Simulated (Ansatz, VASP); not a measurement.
ZnSe (Stilleite): VASP beside Ansatz

```
Se Zn
1.0
     0.00000    2.85257    2.85257
     2.85257    0.00000    2.85257
     2.85257    2.85257    0.00000
Se Zn
1 1
Direct
  0.75000 0.75000 0.75000
  0.00000 0.00000 0.00000
```

Change from the starting cell: volume scaled by 1.02.

Alike in both runs: task single point; functional PBE; k mesh 8 × 8 × 8; occupations fermi-dirac, width 0.05 eV; no spin polarisation.

```csv
,VASP,Ansatz
version,VASP 6.6.1,Ansatz 0.2.0
potentials or method,"VASP PAW PBE potentials, release 64 (Se, Zn)",Ansatz PAW
plane-wave cutoff (eV),520,420
valence electrons in the cell,18,28
```

VASP gave:

| Item | Value |
| --- | --- |
| gap on the k mesh at the Fermi level (eV) | 1.21 |
| least direct gap on the mesh (eV) | 1.21 |
| pressure (GPa) | 1.1 |

Problem. What did Ansatz give for the same quantities?

Solution. gap on the k mesh at the Fermi level (eV): 1.21; least direct gap on the mesh (eV): 1.21; pressure (GPa): 0.9.

With one functional, cell and mesh, what is left measures potentials, basis and numerics. The two sets of potentials don't hold the same shells in valence.
